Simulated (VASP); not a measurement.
A run of VASP 6.6.1:

The input INCAR:

```
PREC = Accurate ; ENCUT = 600
EDIFF = 1E-7 ; ISMEAR = 0
SIGMA = 0.03 ; LREAL = False
LASPH = True ; NELM = 80
ALGO = Fast ; ISIF = 2
LWAVE = False ; LCHARG = False
GGA = CA ; IBRION = 2
NSW = 40 ; EDIFFG = -0.01
```

Contents of KPOINTS:

```
regular mesh
0
Gamma
  10 10 10
```

Contents of POSCAR:

```
BeSe                                    
1.0
    0.0000000000      2.5771883832      2.5771883832
    2.5771883832      0.0000000000      2.5771883832
    2.5771883832      2.5771883832      0.0000000000
  Be              Se            
     1     1
Direct
     0.0000000000000000    0.0000000000000000    0.0000000000000000
     0.2500000000000000    0.2500000000000000    0.2500000000000000
```

Potentials or basis: VASP PAW LDA potentials, release 64 (Be, Se).

Launch:

```console
$ cat potpaw_LDA.64/Be/POTCAR potpaw_LDA.64/Se/POTCAR > POTCAR
$ mpirun -np 1 vasp_std > vasp.out
```

Hardware: 1 thread of Intel(R) Xeon(R) 6975P-C (Granite Rapids), with other jobs on the host.

Question: How long does it take, and how much memory?

Answer: Run time: 13 s on 1 thread of Intel(R) Xeon(R) 6975P-C (Granite Rapids), with other jobs on the host, peak memory 0.15 GiB. Counts: scf iterations 14, k points 47, ion steps 1.
